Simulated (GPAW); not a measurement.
# SiC (Moissanite) (P6_3mc) in GPAW: relaxation of cell and atoms with r4SCAN

Aim: the relaxation of cell and atoms of SiC (Moissanite) with r4SCAN.

All numbers are computed with GPAW 26.7.0; they aren't measurements. Logs are shortened: lines on timing, memory, paths and dates and some standing lists are left out, and cuts for length are marked. The log counts tension as positive stress, the text compression.

## 1. The structure

The structure is hexagonal, space group P6_3mc (No. 186). The conventional cell has a = 3.076 Å, b = 3.076 Å, c = 5.048 Å, α = 90.00°, β = 90.00°, γ = 120.00°. Si (site symmetry 3m) is surrounded by 4 C at 1.87 to 1.94 Å. C (site symmetry 3m) is surrounded by 4 Si at 1.87 to 1.94 Å.

## 2. Relaxation of cell and atoms, r4SCAN

Contents of run.py:

```python
from ase.filters import FrechetCellFilter
from ase.io import read, write
from ase.optimize import BFGS
from gpaw import GPAW, PW

atoms = read('SiC.xyz')

calc = GPAW(mode=PW(800),
            xc='MGGA_X_R4SCAN+MGGA_C_R2SCAN',
            kpts={'size': (7, 7, 4), 'gamma': True},
            occupations={'name': 'fermi-dirac', 'width': 0.05},
            nbands=18,
            convergence={'density': 1e-06, 'energy': 1e-06, 'eigenstates': 1e-10},
            maxiter=150,
            txt='gpaw.txt')
atoms.calc = calc
opt = BFGS(FrechetCellFilter(atoms), trajectory='relax.traj', logfile='-')
done = opt.run(fmax=0.02, steps=100)
calc.write('gs.gpw')
write('result.traj', atoms)
print('Converged:', done)
print('Cell:', atoms.cell.cellpar().round(4))
print('Volume:', round(atoms.get_volume(), 4))
print(atoms.get_scaled_positions().round(5))
```

Contents of SiC.xyz:

```xyz
4
Lattice="3.0760000000 0.0000000000 0.0000000000 -1.5380000000 2.6638941420 0.0000000000 0.0000000000 0.0000000000 5.0480000000" Properties=species:S:1:pos:R:3 pbc="T T T"
Si     1.5380000002      0.8879647139      2.5240000000
Si    -0.0000000002      1.7759294281      0.0000000000
C      1.5380000002      0.8879647139      4.4674800000
C     -0.0000000002      1.7759294281      1.9434800000
```

Potentials or basis: GPAW PAW data sets (gpaw-data 1.2.1), pw.

Launch:

```
> OMP_NUM_THREADS=1 python run.py
```

gpaw.txt:

```text
__  _  _
 | _ |_)|_||  |
 |__||  | ||/\| - 26.7.0

Input parameters:
  mode=PW(ecut=800.0),
  convergence={'density': 1e-06, 'energy': 1e-06, 'eigenstates': 1e-10},
  kpts=MonkhorstPack(size=(7, 7, 4), gamma=True),
  maxiter=150,
  nbands=18,
  occupations=Occupations(name='fermi-dirac', width=0.05),
  xc=XC(name='MGGA_X_R4SCAN+MGGA_C_R2SCAN')

Diagonalizing LCAO Hamiltonian
Converting LCAO to pw mode

           C

           Si
        C

        Si

Atoms  # Å, Bohr magnetons
|   | symbol |         x |        y |        z |    initial magnetic moments |
|---|--------|-----------|----------|----------|-----------------------------|
| 0 |     Si |  1.538000 | 0.887965 | 2.524000 | ( 0.0000,  0.0000,  0.0000) |
| 1 |     Si | -0.000000 | 1.775929 | 0.000000 | ( 0.0000,  0.0000,  0.0000) |
| 2 |      C |  1.538000 | 0.887965 | 4.467480 | ( 0.0000,  0.0000,  0.0000) |
| 3 |      C | -0.000000 | 1.775929 | 1.943480 | ( 0.0000,  0.0000,  0.0000) |

Unit cell  # Å
| periodic |         x |        y |        z |  lengths |     angles |
|----------|-----------|----------|----------|----------|------------|
|      yes |  3.076000 | 0.000000 | 0.000000 | 3.076000 |  90.000000 |
|      yes | -1.538000 | 2.663894 | 0.000000 | 3.076000 |  90.000000 |
|      yes |  0.000000 | 0.000000 | 5.048000 | 5.048000 | 120.000000 |

Number of symmetries: 6
Symmetry operations  # r_c * U_cc + t_c -> r_c
|   | kind |            matrix            |
|---|------|------------------------------|
| 0 |  σ   |  1, 1, 0,  0,-1, 0,  0, 0, 1 |
| 1 |  E   |  1, 0, 0,  0, 1, 0,  0, 0, 1 |
| 2 |  C3  |  0, 1, 0, -1,-1, 0,  0, 0, 1 |
| 3 |  σ   |  0,-1, 0, -1, 0, 0,  0, 0, 1 |
| 4 |  σ   | -1, 0, 0,  1, 1, 0,  0, 0, 1 |
| 5 |  C3  | -1,-1, 0,  1, 0, 0,  0, 0, 1 |
[... 188 lines left out ...]
Gap: 2.960 eV
Transition (v -> c):
  (s=0, k=0, n=7, [0.00, 0.00, 0.00]) -> (s=0, k=22, n=8, [0.43, 0.29, 0.00])
Direct/indirect transitions are different
Direct gap: 4.640 eV
Transition at: (s=0, k=19, n=7, [0.43, 0.00, 0.00])

Stress tensor  # eV/Ang^3
|         x |         y |        z |
|-----------|-----------|----------|
| -0.017381 |  0.000000 | 0.000000 |
|  0.000000 | -0.017381 | 0.000000 |
|  0.000000 |  0.000000 | 0.009334 |

Forces  # eV/Ang
|        x |       y |        z |
|----------|---------|----------|
|  0.00000 | 0.00000 |  0.82347 |  # Si   0
| -0.00000 | 0.00000 |  0.82360 |  # Si   1
| -0.00000 | 0.00000 | -0.71428 |  # C    2
| -0.00000 | 0.00000 | -0.71392 |  # C    3

Interpolating wave functions to new cell

           C

           Si
        C

        Si

Atoms  # Å, Bohr magnetons
|   | symbol |         x |        y |        z |    initial magnetic moments |
|---|--------|-----------|----------|----------|-----------------------------|
| 0 |     Si |  1.538988 | 0.888535 | 2.534890 | ( 0.0000,  0.0000,  0.0000) |
| 1 |     Si | -0.000000 | 1.777070 | 0.011762 | ( 0.0000,  0.0000,  0.0000) |
| 2 |      C |  1.538988 | 0.888535 | 4.455740 | ( 0.0000,  0.0000,  0.0000) |
| 3 |      C | -0.000000 | 1.777070 | 1.932615 | ( 0.0000,  0.0000,  0.0000) |

Unit cell  # Å
| periodic |         x |         y |        z |  lengths |     angles |
|----------|-----------|-----------|----------|----------|------------|
|      yes |  3.077975 | -0.000000 | 0.000000 | 3.077975 |  90.000000 |
|      yes | -1.538988 |  2.665605 | 0.000000 | 3.077975 |  90.000000 |
|      yes |  0.000000 |  0.000000 | 5.046260 | 5.046260 | 120.000000 |

Number of symmetries: 6
Symmetry operations  # r_c * U_cc + t_c -> r_c
|   | kind |            matrix            |
|---|------|------------------------------|
| 0 |  σ   |  1, 1, 0,  0,-1, 0,  0, 0, 1 |
| 1 |  E   |  1, 0, 0,  0, 1, 0,  0, 0, 1 |
| 2 |  C3  |  0, 1, 0, -1,-1, 0,  0, 0, 1 |
| 3 |  σ   |  0,-1, 0, -1, 0, 0,  0, 0, 1 |
| 4 |  σ   | -1, 0, 0,  1, 1, 0,  0, 0, 1 |
| 5 |  C3  | -1,-1, 0,  1, 0, 0,  0, 0, 1 |
[... 198 lines left out ...]
Stress tensor  # eV/Ang^3
|         x |         y |         z |
|-----------|-----------|-----------|
| -0.009415 | -0.000000 | -0.000000 |
| -0.000000 | -0.009415 |  0.000000 |
| -0.000000 |  0.000000 |  0.001566 |

Forces  # eV/Ang
|        x |       y |        z |
|----------|---------|----------|
|  0.00000 | 0.00000 |  0.47121 |  # Si   0
| -0.00000 | 0.00000 |  0.47119 |  # Si   1
| -0.00000 | 0.00000 | -0.39048 |  # C    2
|  0.00000 | 0.00000 | -0.38995 |  # C    3

Interpolating wave functions to new cell

           C

           Si
        C
[... 219 lines left out ...]
Gap: 2.931 eV
Transition (v -> c):
  (s=0, k=0, n=7, [0.00, 0.00, 0.00]) -> (s=0, k=22, n=8, [0.43, 0.29, 0.00])
Direct/indirect transitions are different
Direct gap: 4.494 eV
Transition at: (s=0, k=19, n=7, [0.43, 0.00, 0.00])

Stress tensor  # eV/Ang^3
|        x |         y |         z |
|----------|-----------|-----------|
| 0.000211 |  0.000000 |  0.000000 |
| 0.000000 |  0.000211 | -0.000000 |
| 0.000000 | -0.000000 | -0.009819 |

Forces  # eV/Ang
|        x |        y |        z |
|----------|----------|----------|
|  0.00000 |  0.00000 | -0.03079 |  # Si   0
| -0.00000 |  0.00000 | -0.03089 |  # Si   1
| -0.00000 |  0.00000 |  0.09499 |  # C    2
| -0.00000 | -0.00000 |  0.09520 |  # C    3
[... 232 lines left out ...]
Stress tensor  # eV/Ang^3
|         x |         y |         z |
|-----------|-----------|-----------|
| -0.000676 |  0.000000 |  0.000000 |
|  0.000000 | -0.000676 |  0.000000 |
|  0.000000 |  0.000000 | -0.007149 |

Forces  # eV/Ang
|        x |        y |       z |
|----------|----------|---------|
| -0.00000 |  0.00000 | 0.03343 |  # Si   0
|  0.00000 | -0.00000 | 0.03340 |  # Si   1
|  0.00000 |  0.00000 | 0.03109 |  # C    2
|  0.00000 | -0.00000 | 0.03123 |  # C    3

Interpolating wave functions to new cell

           C

           Si
        C

        Si

Atoms  # Å, Bohr magnetons
|   | symbol |         x |        y |        z |    initial magnetic moments |
|---|--------|-----------|----------|----------|-----------------------------|
| 0 |     Si |  1.540161 | 0.889213 | 2.550898 | ( 0.0000,  0.0000,  0.0000) |
| 1 |     Si | -0.000000 | 1.778425 | 0.026157 | ( 0.0000,  0.0000,  0.0000) |
| 2 |      C |  1.540161 | 0.889213 | 4.448890 | ( 0.0000,  0.0000,  0.0000) |
| 3 |      C | -0.000000 | 1.778425 | 1.924176 | ( 0.0000,  0.0000,  0.0000) |

Unit cell  # Å
| periodic |         x |         y |        z |  lengths |     angles |
|----------|-----------|-----------|----------|----------|------------|
|      yes |  3.080323 | -0.000000 | 0.000000 | 3.080323 |  90.000000 |
|      yes | -1.540161 |  2.667638 | 0.000000 | 3.080323 |  90.000000 |
|      yes |  0.000000 |  0.000000 | 5.049481 | 5.049481 | 120.000000 |

Number of symmetries: 6
Symmetry operations  # r_c * U_cc + t_c -> r_c
|   | kind |            matrix            |
|---|------|------------------------------|
| 0 |  σ   |  1, 1, 0,  0,-1, 0,  0, 0, 1 |
| 1 |  E   |  1, 0, 0,  0, 1, 0,  0, 0, 1 |
| 2 |  C3  |  0, 1, 0, -1,-1, 0,  0, 0, 1 |
| 3 |  σ   |  0,-1, 0, -1, 0, 0,  0, 0, 1 |
| 4 |  σ   | -1, 0, 0,  1, 1, 0,  0, 0, 1 |
| 5 |  C3  | -1,-1, 0,  1, 0, 0,  0, 0, 1 |
[... 197 lines left out ...]
Stress tensor  # eV/Ang^3
|         x |         y |         z |
|-----------|-----------|-----------|
| -0.000636 | -0.000000 |  0.000000 |
|  0.000000 | -0.000636 |  0.000000 |
|  0.000000 |  0.000000 | -0.005211 |

Forces  # eV/Ang
|        x |        y |       z |
|----------|----------|---------|
|  0.00000 | -0.00000 | 0.04814 |  # Si   0
| -0.00000 |  0.00000 | 0.04814 |  # Si   1
| -0.00000 |  0.00000 | 0.01589 |  # C    2
| -0.00000 |  0.00000 | 0.01593 |  # C    3

Interpolating wave functions to new cell

           C

           Si
        C
[... 466 lines left out ...]
Gap: 2.947 eV
Transition (v -> c):
  (s=0, k=0, n=7, [0.00, 0.00, 0.00]) -> (s=0, k=22, n=8, [0.43, 0.29, 0.00])
Direct/indirect transitions are different
Direct gap: 4.522 eV
Transition at: (s=0, k=19, n=7, [0.43, 0.00, 0.00])

Stress tensor  # eV/Ang^3
|        x |         y |         z |
|----------|-----------|-----------|
| 0.000820 |  0.000000 |  0.000000 |
| 0.000000 |  0.000820 | -0.000000 |
| 0.000000 | -0.000000 |  0.004511 |

Forces  # eV/Ang
|        x |        y |       z |
|----------|----------|---------|
| -0.00000 |  0.00000 | 0.04175 |  # Si   0
| -0.00000 | -0.00000 | 0.04180 |  # Si   1
|  0.00000 |  0.00000 | 0.01027 |  # C    2
|  0.00000 |  0.00000 | 0.00997 |  # C    3

Interpolating wave functions to new cell

           C

           Si
        C

        Si

Atoms  # Å, Bohr magnetons
|   | symbol |         x |        y |        z |    initial magnetic moments |
|---|--------|-----------|----------|----------|-----------------------------|
| 0 |     Si |  1.540530 | 0.889425 | 2.567759 | ( 0.0000,  0.0000,  0.0000) |
| 1 |     Si | -0.000000 | 1.778851 | 0.035123 | ( 0.0000,  0.0000,  0.0000) |
| 2 |      C |  1.540530 | 0.889425 | 4.469655 | ( 0.0000,  0.0000,  0.0000) |
| 3 |      C | -0.000000 | 1.778851 | 1.937064 | ( 0.0000,  0.0000,  0.0000) |

Unit cell  # Å
| periodic |         x |         y |        z |  lengths |     angles |
|----------|-----------|-----------|----------|----------|------------|
|      yes |  3.081060 | -0.000000 | 0.000000 | 3.081060 |  90.000000 |
|      yes | -1.540530 |  2.668276 | 0.000000 | 3.081060 |  90.000000 |
|      yes |  0.000000 | -0.000000 | 5.065260 | 5.065260 | 120.000000 |

Number of symmetries: 6
Symmetry operations  # r_c * U_cc + t_c -> r_c
|   | kind |            matrix            |
|---|------|------------------------------|
| 0 |  σ   |  1, 1, 0,  0,-1, 0,  0, 0, 1 |
| 1 |  E   |  1, 0, 0,  0, 1, 0,  0, 0, 1 |
| 2 |  C3  |  0, 1, 0, -1,-1, 0,  0, 0, 1 |
| 3 |  σ   |  0,-1, 0, -1, 0, 0,  0, 0, 1 |
| 4 |  σ   | -1, 0, 0,  1, 1, 0,  0, 0, 1 |
| 5 |  C3  | -1,-1, 0,  1, 0, 0,  0, 0, 1 |
[... 197 lines left out ...]
Stress tensor  # eV/Ang^3
|         x |         y |         z |
|-----------|-----------|-----------|
|  0.001080 | -0.000000 |  0.000000 |
| -0.000000 |  0.001080 | -0.000000 |
|  0.000000 | -0.000000 |  0.005249 |

Forces  # eV/Ang
|        x |        y |       z |
|----------|----------|---------|
|  0.00000 |  0.00000 | 0.01556 |  # Si   0
| -0.00000 | -0.00000 | 0.01559 |  # Si   1
|  0.00000 |  0.00000 | 0.02843 |  # C    2
|  0.00000 |  0.00000 | 0.02822 |  # C    3

Interpolating wave functions to new cell

           C

           Si
        C
[... 218 lines left out ...]
Gap: 2.931 eV
Transition (v -> c):
  (s=0, k=0, n=7, [0.00, 0.00, 0.00]) -> (s=0, k=22, n=8, [0.43, 0.29, 0.00])
Direct/indirect transitions are different
Direct gap: 4.520 eV
Transition at: (s=0, k=19, n=7, [0.43, 0.00, 0.00])

Stress tensor  # eV/Ang^3
|         x |        y |         z |
|-----------|----------|-----------|
|  0.000906 | 0.000000 | -0.000000 |
|  0.000000 | 0.000906 |  0.000000 |
| -0.000000 | 0.000000 |  0.004880 |

Forces  # eV/Ang
|        x |        y |        z |
|----------|----------|----------|
| -0.00000 |  0.00000 | -0.01173 |  # Si   0
|  0.00000 |  0.00000 | -0.01176 |  # Si   1
| -0.00000 | -0.00000 |  0.04475 |  # C    2
|  0.00000 |  0.00000 |  0.04473 |  # C    3
[... 225 lines left out ...]
Gap: 2.930 eV
Transition (v -> c):
  (s=0, k=0, n=7, [0.00, 0.00, 0.00]) -> (s=0, k=22, n=8, [0.43, 0.29, 0.00])
Direct/indirect transitions are different
Direct gap: 4.518 eV
Transition at: (s=0, k=19, n=7, [0.43, 0.00, 0.00])

Stress tensor  # eV/Ang^3
|         x |         y |        z |
|-----------|-----------|----------|
| -0.000004 |  0.000000 | 0.000000 |
|  0.000000 | -0.000004 | 0.000000 |
|  0.000000 |  0.000000 | 0.003295 |

Forces  # eV/Ang
|        x |        y |        z |
|----------|----------|----------|
|  0.00000 |  0.00000 | -0.03819 |  # Si   0
| -0.00000 |  0.00000 | -0.03830 |  # Si   1
|  0.00000 | -0.00000 |  0.05514 |  # C    2
| -0.00000 | -0.00000 |  0.05537 |  # C    3
[... 478 lines left out ...]
Stress tensor  # eV/Ang^3
|         x |         y |         z |
|-----------|-----------|-----------|
| -0.002376 | -0.000000 |  0.000000 |
| -0.000000 | -0.002376 | -0.000000 |
|  0.000000 | -0.000000 |  0.000135 |

Forces  # eV/Ang
|        x |       y |        z |
|----------|---------|----------|
|  0.00000 | 0.00000 | -0.01824 |  # Si   0
|  0.00000 | 0.00000 | -0.01832 |  # Si   1
|  0.00000 | 0.00000 |  0.01448 |  # C    2
| -0.00000 | 0.00000 |  0.01467 |  # C    3

Interpolating wave functions to new cell

           C

           Si
        C
[... 225 lines left out ...]
Stress tensor  # eV/Ang^3
|         x |         y |         z |
|-----------|-----------|-----------|
| -0.002159 | -0.000000 |  0.000000 |
| -0.000000 | -0.002159 | -0.000000 |
|  0.000000 | -0.000000 |  0.000066 |

Forces  # eV/Ang
|       x |       y |        z |
|---------|---------|----------|
| 0.00000 | 0.00000 | -0.00139 |  # Si   0
| 0.00000 | 0.00000 | -0.00146 |  # Si   1
| 0.00000 | 0.00000 |  0.00127 |  # C    2
| 0.00000 | 0.00000 |  0.00140 |  # C    3

Interpolating wave functions to new cell

           C

           Si
        C
[... 233 lines left out ...]
Forces  # eV/Ang
|        x |        y |        z |
|----------|----------|----------|
| -0.00000 |  0.00000 |  0.00843 |  # Si   0
|  0.00000 |  0.00000 |  0.00850 |  # Si   1
|  0.00000 | -0.00000 | -0.00577 |  # C    2
|  0.00000 |  0.00000 | -0.00583 |  # C    3

# Writing to gs.gpw (mode='')
```

Run time: 14 min. Hardware: 1 thread of Intel Xeon 6975P-C (Granite Rapids), shared host; peak memory 0.75 GiB.

What came out:

```yaml
Free_energy: -38.7832 eV
Relaxed_volume: 10.39 Å³/atom
Relaxed_cell: a = 3.081 Å, b = 3.081 Å, c = 5.058 Å, α = 90.00°, β = 90.00°, γ = 120.00°
Space_group_after_relaxing_to_0.05_Å: P6_3mc (No. 186)
Energy_gained_by_relaxing: 10.3 meV/atom
Ionic_steps: 14
Pressure_after_relaxing: 0.2 GPa
Largest_force_after_relaxing: 0.008 eV/Å
Band_gap_on_the_k_mesh: 2.97 eV, indirect (least direct gap 4.52 eV)
```

Forces on the atoms (eV/Å):
```
Si   0.000  0.000  0.008
Si   0.000  0.000  0.008
C    0.000  0.000 -0.006
C    0.000  0.000 -0.006
```

The path:
```csv
step,energy change (eV),largest force (eV/Å),pressure (GPa),volume (Å³)
1,0.0000,0.8236,1.36,41.36
2,-0.0275,0.4712,0.92,41.40
3,-0.0388,0.0952,0.50,41.46
4,-0.0392,0.0334,0.45,41.47
5,-0.0394,0.0481,0.35,41.49
6,-0.0402,0.0612,-0.14,41.59
7,-0.0404,0.0418,-0.33,41.63
8,-0.0406,0.0284,-0.40,41.64
9,-0.0407,0.0447,-0.36,41.64
10,-0.0410,0.0554,-0.18,41.62
11,-0.0412,0.0441,0.09,41.58
12,-0.0413,0.0183,0.25,41.55
13,-0.0413,0.0015,0.23,41.56
14,-0.0414,0.0085,0.15,41.57
```

Final structure:
```cif
data_structure
_symmetry_space_group_name_H-M 'P 1'
_symmetry_Int_Tables_number 1
_cell_length_a 3.0806
_cell_length_b 3.0806
_cell_length_c 5.0581
_cell_angle_alpha 90.000
_cell_angle_beta 90.000
_cell_angle_gamma 120.000
_cell_volume 41.57
loop_
_atom_site_label
_atom_site_type_symbol
_atom_site_fract_x
_atom_site_fract_y
_atom_site_fract_z
_atom_site_occupancy
Si1 Si 0.66667 0.33333 0.50949 1
Si2 Si 0.33333 0.66667 0.00949 1
C1 C 0.66667 0.33333 0.88571 1
C2 C 0.33333 0.66667 0.38571 1
```

Levels at points of the mesh, in eV from the valence-band top:
```tsv
k point	band 4	band 5	band 6	band 7	band 8	band 9	band 10	band 11	band 12	band 13
(0.00, 0.00, 0.00)	-1.40	-1.40	-0.10	0.00	0.00	5.32	6.68	7.12	7.13	8.25
(0.00, 0.00, 0.50)	-4.62	-0.76	-0.76	-0.76	-0.76	6.43	6.43	7.84	7.84	7.84
```

Caveat: later steps reuse the first step's grids; the PAW data sets were made with another functional, which shifts forces and pressure a little; an odd mesh through Γ misses points on the zone boundary, where band edges often lie.
